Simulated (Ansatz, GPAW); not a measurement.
# butane-1,4-dithiol between two Pt chains: relaxation, then transmission at several levels, part 3 of 4

How well does butane-1,4-dithiol between two Pt chains conduct once its atoms have relaxed, and how much do cheaper levels lose?

GPAW 26.7.0 and Ansatz 0.2.0; Ansatz plane waves; relaxation of the junction with the lead ends held; PAW set soft_1 (the session's first sound run).

So far, transmission at the Fermi level (one spin): step 3 (plane-wave reference (PBE)) 0.00665. Also conductance of the perfect lead (G₀): step 3 4.00.

### Step 4. Double-zeta polarised basis

The script solves lead and junction separately, takes H and S in the orbital basis, and joins semi-infinite leads through their self-energies; the dzp basis is the working standard.

This step: GPAW LCAO, PAW setups; Landauer transmission from Green's functions with principal layers (ASE), zero bias (GPAW 26.7.0).

Input file run.py:

```python
import json
import numpy as np
from ase import Atoms
from ase.transport.calculators import TransportCalculator
from gpaw import GPAW, FermiDirac
from gpaw.lcao.tools import get_lcao_hamiltonian
from scipy.linalg import eigh

# The junction with lead layers at both ends, along the third cell vector
device = Atoms(
    ['Pt', 'Pt', 'Pt', 'Pt', 'Pt', 'Pt', 'Pt', 'Pt', 'S', 'H', 'C', 'H', 'H', 'C', 'H', 'H', 'C', 'H', 'H', 'C', 'H', 'S', 'Pt', 'Pt', 'Pt', 'Pt', 'Pt', 'Pt', 'Pt', 'Pt'],
    positions=[
        [5.49680, 4.69036, 1.20000],
        [5.49680, 4.69036, 3.60000],
        [5.49680, 4.69036, 6.00000],
        [5.49680, 4.69036, 8.40000],
        [5.49680, 4.69036, 10.80000],
        [5.49680, 4.69036, 13.20000],
        [4.81320, 3.56403, 15.18301],
        [5.91541, 3.88187, 17.29463],
        [5.62494, 3.25519, 19.33179],
        [5.92707, 5.50726, 20.23917],
        [5.31324, 4.64335, 20.52036],
        [6.68958, 3.84533, 21.99199],
        [4.25431, 4.92258, 20.42430],
        [5.63353, 4.15252, 21.94299],
        [5.03563, 3.25362, 22.15990],
        [5.95789, 6.12574, 22.79953],
        [5.36015, 5.22674, 23.01647],
        [6.73978, 4.45750, 24.53522],
        [4.30404, 5.53377, 22.96758],
        [5.68065, 4.73593, 24.43904],
        [5.06749, 3.87147, 24.72000],
        [5.36751, 6.12335, 25.62805],
        [5.07815, 5.49763, 27.66565],
        [6.18404, 5.81289, 29.77570],
        [5.49680, 4.69036, 31.75959],
        [5.49680, 4.69036, 34.15959],
        [5.49680, 4.69036, 36.55959],
        [5.49680, 4.69036, 38.95959],
        [5.49680, 4.69036, 41.35959],
        [5.49680, 4.69036, 43.75959]],
    cell=[[10.99361, 0.0, 0.0], [0.0, 9.38072, 0.0], [0.0, 0.0, 44.95959]],
    pbc=True)

# One principal layer of the lead: the first 5 atoms of the device
lead = Atoms(
    ['Pt', 'Pt', 'Pt', 'Pt', 'Pt'],
    positions=[
        [5.49680, 4.69036, 1.20000],
        [5.49680, 4.69036, 3.60000],
        [5.49680, 4.69036, 6.00000],
        [5.49680, 4.69036, 8.40000],
        [5.49680, 4.69036, 10.80000]],
    cell=[[10.99361, 0.0, 0.0], [0.0, 9.38072, 0.0], [0.0, 0.0, 12.0]],
    pbc=True)

settings = dict(mode='lcao', basis='dzp', xc='PBE', h=0.2,
                occupations=FermiDirac(0.1), maxiter=250,
                mixer=dict(beta=0.1, nmaxold=8, weight=100.0),
                convergence=dict(density=0.0001))
energies = np.arange(-2, 2 + 1e-9, 0.025)
eta = 0.0001
n1, n2 = 1, 1
# k and -k transmit alike, so half of the mesh across the current serves
mesh = [(i, j) for i in range(n1) for j in range(n2) if (i, j) <= (-i % n1, -j % n2)]
weights = np.array([1 if (i, j) == (-i % n1, -j % n2) else 2 for i, j in mesh]) / (n1 * n2)


def ground_state(atoms, size, txt):
    atoms.calc = GPAW(kpts={'size': size, 'gamma': True}, symmetry={'tolerance': 1e-3}, txt=txt, **settings)
    atoms.get_potential_energy()
    return atoms.calc.get_fermi_level()


def blocks(atoms, fermi, points, nz, cells):
    """H - E_F S and S between cell 0 and the cells above it, at each point across the current."""
    kz = np.arange(nz) / nz
    calc = atoms.calc.fixed_density(kpts=[(*k, z) for k in points for z in kz], symmetry='off', txt=None)
    H, S = get_lcao_hamiltonian(calc)
    H = (H - fermi * S).reshape(len(H), len(points), nz, *S.shape[1:])
    S = S.reshape(H.shape[1:])
    phases = [np.exp(-2j * np.pi * kz * R) / nz for R in cells]
    return [(np.einsum('skzij,z->ksij', H, p), np.einsum('kzij,z->kij', S, p)) for p in phases]


def pair(a, b):
    return np.block([[a, b], [b.T.conj(), a]])


def count_channels(h, s, cells, nk=240):
    """Half the number of times that the lead's bands cross each energy, unfolded to its shortest repeat."""
    b = len(h) // cells
    bands = []
    for k in (np.arange(nk + 1) + 0.5) / nk:
        hk, sk = h[:b, :b].copy(), s[:b, :b].copy()
        for R in range(1, cells):
            phase, block = np.exp(2j * np.pi * k * R), slice(R * b, (R + 1) * b)
            hk += h[:b, block] * phase + (h[:b, block] * phase).T.conj()
            sk += s[:b, block] * phase + (s[:b, block] * phase).T.conj()
        w, u = eigh(sk)
        x = u[:, w > 1e-5] / w[w > 1e-5]**0.5  # drop near-dependent combinations
        bands.append(np.r_[eigh(x.T.conj() @ hk @ x, eigvals_only=True), [1e9] * (w <= 1e-5).sum()])
    below = np.array(bands)[:, :, None] < energies
    return (below[1:] != below[:-1]).sum((0, 1)) / 2


fermi_lead = ground_state(lead, (1, 1, 10), 'lead.txt')
fermi_device = ground_state(device, (1, 1, 2), 'device.txt')
T, channels, eigen, tail, misfit, shifts = [], [], [], 0.0, 0.0, []
for first in range(0, len(mesh), 123):
    points = [(i / n1, j / n2) for i, j in mesh[first:first + 123]]
    (H0k, S0k), (H1k, S1k), (H2k, _) = blocks(lead, fermi_lead, points, 5, range(3))
    [(Hk, Sk)] = blocks(device, fermi_device, points, 2, [0])
    tail = max(tail, abs(H2k).max())
    for H0, S0, H1, S1, H, S in zip(H0k, S0k, H1k, S1k, Hk, Sk):
        n = len(S0)
        # Shift the lead onto the potential of the device's first layer
        shift = ((H[:, 0, 0] - H0[:, 0, 0]) / S0[0, 0]).real.mean()
        shifts.append(shift)
        misfit = max(misfit, abs(H[:, :n, :n] - H0 - shift * S0).max())
        Tk, Ck, Ek = [], [], []
        for s in range(len(H)):
            t = s % len(H0)  # a lead without moments serves both spins
            h1, s1 = pair(H0[t] + shift * S0, H1[t] + shift * S1), pair(S0, S1)
            leads = dict(h1=h1, s1=s1, energies=energies, eta=eta, eta1=eta, eta2=eta)
            calc = TransportCalculator(h=H[s], s=S, eigenchannels=3, **leads)
            Tk.append(calc.get_transmission())
            Ek.append(np.sort(calc.eigenchannels_ne, axis=0)[::-1])
            Ck.append(count_channels(h1, s1, 10))
        T.append(Tk)
        channels.append(Ck)
        eigen.append(Ek)
T, channels = np.array(T), np.array(channels)
mean, open_channels = np.einsum('kse,k->se', T, weights), np.einsum('kse,k->se', channels, weights)

print(f'basis functions: device {len(S)}, principal layer {n}')
print(f'Fermi level: lead {fermi_lead:.4f} eV, device {fermi_device:.4f} eV; lead shifted by {np.mean(shifts):.4f} eV')
print(f'largest coupling past the next layer {tail:.2e} eV, largest misfit of the first layer {misfit:.3f} eV')
print('  E-E_F (eV)   ' + 'T (one spin)  channels')
for e, t, c in zip(energies, mean.T, open_channels.T):
    print(f'{e:10.3f}  ', *[f'{x:11.4e}' for x in t], *[f'{x:9.4f}' for x in c])

kT = 8.617333e-5 * 300
fine = np.linspace(energies[0], energies[-1], 4001)
both = np.exp(np.interp(fine, energies, np.log(np.maximum(mean.sum(0) * 2 / len(mean), 1e-30))))
fermi = lambda mu: 1 / (1 + np.exp(np.clip((fine - mu) / kT, -200, 200)))
slope = fermi(0) * (1 - fermi(0)) / kT
G = np.trapezoid(both * slope, fine) / 2
seebeck = -np.trapezoid(both * slope * fine, fine) / (2 * G * 300) * 1e6
print(f'conductance at 300 K: {G:.5g} G0 a cell; thermopower {seebeck:.4g} uV/K')
bias = [0.1, 0.2, 0.5, 1.0, 1.5, 2.0]
current = [38.74 * np.trapezoid(both * (fermi(V / 2) - fermi(-V / 2)), fine) for V in bias]
for V, I in zip(bias, current):
    print(f'current from the zero-bias T(E) at {V} V: {I:.5g} uA')
zero = abs(energies).argmin()
json.dump(dict(energies=energies.tolist(), T=mean.tolist(), channels=open_channels.tolist(), G=G, seebeck=seebeck,
               bias=bias, current=current, tail=tail, misfit=misfit, shift=np.mean(shifts), n_device=len(S), n_lead=n,
               fermi=[fermi_lead, fermi_device], energy=device.get_potential_energy(),
               moments=device.get_magnetic_moments().tolist(), mesh=mesh, weights=weights.tolist(),
               T_k=T[:, :, zero].tolist(), eigen=np.array(eigen[0]).tolist()), open('result.json', 'w'))
```

Launch:

```bash
OMP_NUM_THREADS=1 OPENBLAS_NUM_THREADS=1 python run.py
```

What it wrote:

```text
basis functions: device 550, principal layer 135
Fermi level: lead -4.8242 eV, device -4.4870 eV; lead shifted by -0.0036 eV
largest coupling past the next layer 8.09e-06 eV, largest misfit of the first layer 0.100 eV
  E-E_F (eV)   T (one spin)  [channel counts left out]
    -2.000    2.6054e-03
    -1.975    2.4345e-03
    -1.950    2.3134e-03
    -1.925    2.2510e-03
    -1.900    2.2630e-03
    -1.875    2.3813e-03
    -1.850    2.6802e-03
    -1.825    3.3426e-03
    -1.800    4.8423e-03
    -1.775    8.4597e-03
    -1.750    1.7758e-02
    -1.725    4.2554e-02
    -1.700    1.0668e-01
    -1.675    2.4493e-01
    -1.650    4.3888e-01
    -1.625    5.7521e-01
[...]
1.825    3.2773e-03
     1.850    3.1971e-03
     1.875    3.1247e-03
     1.900    3.0596e-03
     1.925    3.0013e-03
     1.950    2.9496e-03
     1.975    2.9042e-03
     2.000    2.8648e-03
conductance at 300 K: 0.007221 G0 a cell; thermopower -6.296 uV/K
current from the zero-bias T(E) at 0.1 V: 0.060244 uA
current from the zero-bias T(E) at 0.2 V: 0.14753 uA
current from the zero-bias T(E) at 0.5 V: 0.77652 uA
current from the zero-bias T(E) at 1.0 V: 2.1162 uA
current from the zero-bias T(E) at 1.5 V: 3.163 uA
current from the zero-bias T(E) at 2.0 V: 5.3079 uA
```

Elapsed: 5.9 min, on 1 thread of Arm Neoverse V2, shared host; peak memory 2.1 GiB.

Numbers from this step:

```
conductance                                    : 0.007221 G₀
thermopower                                    : -6.296 μV/K
largest coupling past the next principal layer : 8.09e-6 eV
largest misfit of the first principal layer    : 0.09988 eV
shift that aligns the lead                     : -0.003569 eV
basis functions of the junction                : 550
basis functions of a principal layer           : 135
transmission at the Fermi level (one spin)     : 0.005793
```

One spin. Table of transmission, zone mean by energy, zero at the Fermi level:

energy (eV), transmission, zone mean and a bar:
```
   -2.000      0.003 
   -1.900      0.002 
   -1.800      0.005 
   -1.700      0.107 #####
   -1.625      0.575 ##############################
   -1.600      0.564 #############################
   -1.500      0.093 #####
   -1.400      0.037 ##
   -1.300      0.003 
   -1.200      0.011 
   -1.100      0.053 ###
   -1.025      0.295 ###############
   -1.000      0.238 ############
   -0.900      0.058 ###
   -0.800      0.035 ##
   -0.700      0.031 ##
   -0.600      0.033 ##
   -0.500      0.032 ##
   -0.400      0.033 ##
   -0.300      0.039 ##
   -0.200      0.042 ##
   -0.100      0.012 
    0.000      0.006 
    0.100      0.013 #
    0.200      0.029 #
    0.300      0.057 ###
    0.400      0.029 #
    0.500      0.021 #
    0.600      0.019 #
    0.700      0.020 #
    0.800      0.041 ##
    0.900      0.035 ##
    1.000      0.025 #
    1.100      0.017 #
    1.200      0.012 #
    1.300      0.009 
    1.400      0.007 
    1.500      0.005 
    1.600      0.004 
    1.700      0.004 
    1.800      0.003 
    1.900      0.003 
    2.000      0.003
```

Not self-consistent under bias; the bias window is split evenly. Table of current through one cell, from the zero-bias transmission by bias:

| bias (V) | current through one cell, from the zero-bias transmission (μA) |
| --- | --- |
| 0.100 | 0.0602 |
| 0.200 | 0.148 |
| 0.500 | 0.777 |
| 1.000 | 2.12 |
| 1.500 | 3.16 |
| 2.000 | 5.31 |

Table of transmission of the three most open eigenchannels by energy, zero at the Fermi level:

| energy (eV) | channel 1 | channel 2 | channel 3 |
| --- | --- | --- | --- |
| -2.000 | 0.00171 | 8.8e-4 | 1.6e-5 |
| -1.900 | 0.00125 | 9.9e-4 | 2.2e-5 |
| -1.800 | 0.00398 | 8.5e-4 | 1.1e-5 |
| -1.700 | 0.106 | 3.7e-4 | 1.3e-6 |
| -1.600 | 0.564 | 1.8e-4 | 5.2e-8 |
| -1.500 | 0.0925 | 2.4e-4 | 5.6e-5 |
| -1.400 | 0.0372 | 1.9e-4 | 1.3e-5 |
| -1.300 | 0.00280 | 2.0e-4 | 4.4e-6 |
| -1.200 | 0.0104 | 1.4e-4 | 3.7e-6 |
| -1.100 | 0.0528 | 1.4e-4 | 3.6e-6 |
| -1.000 | 0.238 | 2.3e-4 | 6.3e-6 |
| -0.900 | 0.0573 | 3.2e-4 | 1.2e-5 |
| -0.800 | 0.0344 | 3.1e-4 | 1.7e-5 |
| -0.700 | 0.0306 | 3.3e-4 | 2.2e-5 |
| -0.600 | 0.0322 | 4.1e-4 | 2.1e-5 |
| -0.500 | 0.0316 | 7.3e-4 | 1.5e-5 |
| -0.400 | 0.0327 | 7.0e-4 | 1.0e-5 |
| -0.300 | 0.0381 | 5.2e-4 | 2.7e-6 |
| -0.200 | 0.0422 | 4.9e-5 | 4.2e-6 |
| -0.100 | 0.0116 | 7.8e-6 | 4.6e-6 |
| 0.000 | 0.00579 | 4.5e-6 | 1.0e-6 |
| 0.100 | 0.0130 | 5.0e-7 | 2.9e-7 |
| 0.200 | 0.0293 | 1.4e-7 | 2.8e-8 |
| 0.300 | 0.0572 | 9.0e-8 | 0 |
| 0.400 | 0.0294 | 4.7e-8 | 8.0e-10 |
| 0.500 | 0.0211 | 3.2e-8 | 4.7e-10 |
| 0.600 | 0.0185 | 2.1e-8 | 1.6e-10 |
| 0.700 | 0.0201 | 5.8e-9 | 1.9e-11 |
| 0.800 | 0.0412 | 0 | 0 |
| 0.900 | 0.0345 | 0 | 0 |
| 1.000 | 0.0246 | 0 | 0 |
| 1.100 | 0.0171 | 0 | 0 |
| 1.200 | 0.0121 | 0 | 0 |
| 1.300 | 0.00888 | 0 | 0 |
| 1.400 | 0.00680 | 0 | 0 |
| 1.500 | 0.00541 | 0 | 0 |
| 1.600 | 0.00447 | 0 | 0 |
| 1.700 | 0.00382 | 0 | 0 |
| 1.800 | 0.00337 | 0 | 0 |
| 1.900 | 0.00306 | 0 | 0 |
| 2.000 | 0.00286 | 0 | 0 |

At the Fermi level T is 0.00579 against 0.00665 in plane waves. Couplings past the next layer reach 8.1e-6 eV, small enough to drop; the matrix elements of the cell's first layer differ from the bulk lead's by up to 0.100 eV. That layer keeps its own values in the calculation, and only beyond it is the lead taken as perfect. The Fermi levels of lead and junction count from different zeros of potential, one for each periodic cell; with both set to zero, the small remaining shift is what aligns them. Without spin-orbit coupling, which is large for these atoms, channel counts and T are those of the scalar-relativistic bands. By hand: G = 0.007221 × 77.48 μS = 0.559 μS, a resistance of 1787 kΩ; at 0.1 V a linear junction would pass 0.0559 μA, and the integral over the bias window gives 0.0602 μA. Mott's formula, S = -(π²/3)(k_B²T/e) d ln T/dE, has the prefactor 7.33 μV/K·eV at 300 K; T = 0.005797 at -0.025 eV and 0.006480 at 0.025 eV give a slope of 2.23 per eV and S = -16.3 μV/K, beside -6.30 μV/K from the thermal integral, which interpolates the same grid.

### Step 5. GPAW, szp: basis = "szp(dzp)"

One radial function a shell plus polarisation makes the matrices smaller; the question is what that costs.

Edit run.py of step 4 so:

```diff
@@ -57,3 +57,3 @@
 
-settings = dict(mode='lcao', basis='dzp', xc='PBE', h=0.2,
+settings = dict(mode='lcao', basis='szp(dzp)', xc='PBE', h=0.2,
                 occupations=FermiDirac(0.1), maxiter=250,
```

What it wrote:

```text
basis functions: device 326, principal layer 75
Fermi level: lead -4.9512 eV, device -4.6911 eV; lead shifted by -0.0040 eV
largest coupling past the next layer 8.13e-06 eV, largest misfit of the first layer 0.109 eV
  E-E_F (eV)   T (one spin)  [channel counts left out]
    -2.000    1.4989e-03
    -1.975    1.4193e-03
    -1.950    1.3762e-03
[...]
1.975    3.1681e-03
     2.000    3.1351e-03
conductance at 300 K: 0.0063269 G0 a cell; thermopower -48.46 uV/K
current from the zero-bias T(E) at 0.1 V: 0.052418 uA
current from the zero-bias T(E) at 0.2 V: 0.12529 uA
current from the zero-bias T(E) at 0.5 V: 0.61723 uA
current from the zero-bias T(E) at 1.0 V: 1.6208 uA
current from the zero-bias T(E) at 1.5 V: 2.3369 uA
current from the zero-bias T(E) at 2.0 V: 3.6032 uA
```

Elapsed: 3.9 min, on 1 thread; peak memory 2 GiB.

This step gave:

```
conductance                                    : 0.006327 G₀
thermopower                                    : -48.46 μV/K
largest coupling past the next principal layer : 8.13e-6 eV
largest misfit of the first principal layer    : 0.1089 eV
shift that aligns the lead                     : -0.004039 eV
basis functions of the junction                : 326
basis functions of a principal layer           : 75
transmission at the Fermi level (one spin)     : 0.005150
```

The conductance, 0.00633 G₀, lies 12 % below that of the dzp run.

### Step 6. Minimal basis

The minimal basis is the cheapest rung: no second zeta and no polarisation.

Edit run.py of step 5 so:

```diff
@@ -57,3 +57,3 @@
 
-settings = dict(mode='lcao', basis='szp(dzp)', xc='PBE', h=0.2,
+settings = dict(mode='lcao', basis='sz(dzp)', xc='PBE', h=0.2,
                 occupations=FermiDirac(0.1), maxiter=250,
```

What it wrote:

```text
basis functions: device 224, principal layer 60
Fermi level: lead -4.9709 eV, device -4.7363 eV; lead shifted by -0.0027 eV
largest coupling past the next layer 8.11e-06 eV, largest misfit of the first layer 0.074 eV
  E-E_F (eV)   T (one spin)  [channel counts left out]
    -2.000    7.5696e-04
    -1.975    8.4602e-04
    -1.950    1.0218e-03
[...]
1.975    2.4350e-03
     2.000    2.4143e-03
conductance at 300 K: 0.0044922 G0 a cell; thermopower -40.48 uV/K
current from the zero-bias T(E) at 0.1 V: 0.037465 uA
current from the zero-bias T(E) at 0.2 V: 0.091182 uA
current from the zero-bias T(E) at 0.5 V: 0.47422 uA
current from the zero-bias T(E) at 1.0 V: 1.2065 uA
current from the zero-bias T(E) at 1.5 V: 1.7714 uA
current from the zero-bias T(E) at 2.0 V: 3.105 uA
```

It took 3.2 min on 1 thread; peak memory 1.9 GiB.

Numbers from this step:

* conductance: 0.004492 G₀
* thermopower: -40.48 μV/K
* largest coupling past the next principal layer: 8.11e-6 eV
* largest misfit of the first principal layer: 0.07382 eV
* shift that aligns the lead: -0.002707 eV
* basis functions of the junction: 224
* basis functions of a principal layer: 60
* transmission at the Fermi level (one spin): 0.003584

The conductance, 0.00449 G₀, lies 38 % below that of the dzp run.

### Step 7. revPBE in the dzp basis: xc = "revPBE"

Back in the dzp basis, the functional changes from PBE to revPBE, to set the spread between functionals beside that between bases.

Edit run.py of step 6 so:

```diff
@@ -57,3 +57,3 @@
 
-settings = dict(mode='lcao', basis='sz(dzp)', xc='PBE', h=0.2,
+settings = dict(mode='lcao', basis='dzp', xc='revPBE', h=0.2,
                 occupations=FermiDirac(0.1), maxiter=250,
```

What it wrote:

```text
basis functions: device 550, principal layer 135
Fermi level: lead -4.7270 eV, device -4.3974 eV; lead shifted by -0.0042 eV
largest coupling past the next layer 8.03e-06 eV, largest misfit of the first layer 0.099 eV
  E-E_F (eV)   T (one spin)  [channel counts left out]
    -2.000    2.4457e-03
    -1.975    2.2841e-03
    -1.950    2.1723e-03
[...]
1.975    2.9269e-03
     2.000    2.8821e-03
conductance at 300 K: 0.0071462 G0 a cell; thermopower -6.981 uV/K
current from the zero-bias T(E) at 0.1 V: 0.059488 uA
current from the zero-bias T(E) at 0.2 V: 0.14487 uA
current from the zero-bias T(E) at 0.5 V: 0.75988 uA
current from the zero-bias T(E) at 1.0 V: 2.0859 uA
current from the zero-bias T(E) at 1.5 V: 3.1204 uA
current from the zero-bias T(E) at 2.0 V: 5.1654 uA
```

Wall time 5.9 min (1 thread); peak memory 2.1 GiB.

Numbers from this step:

```yaml
conductance: 0.007146 G₀
thermopower: -6.981 μV/K
largest_coupling_past_the_next_principal_layer: 8.03e-6 eV
largest_misfit_of_the_first_principal_layer: 0.09945 eV
shift_that_aligns_the_lead: -0.004216 eV
basis_functions_of_the_junction: 550
basis_functions_of_a_principal_layer: 135
transmission_at_the_fermi_level_one_spin: 0.005773
```

The conductance, 0.00715 G₀, lies 1.0 % below that of the dzp run.

(Part 3 of 4 ends here.)

[Logs are printed without paths, hosts, clocks, repeated set-up lines and the standing remarks that a program may print on its own settings, such as how far it seeks lower states.]

[Hosts, paths, dates, database ids (printed as entryN), source tags and the programs' standing remarks are cut or masked in the printed files.]
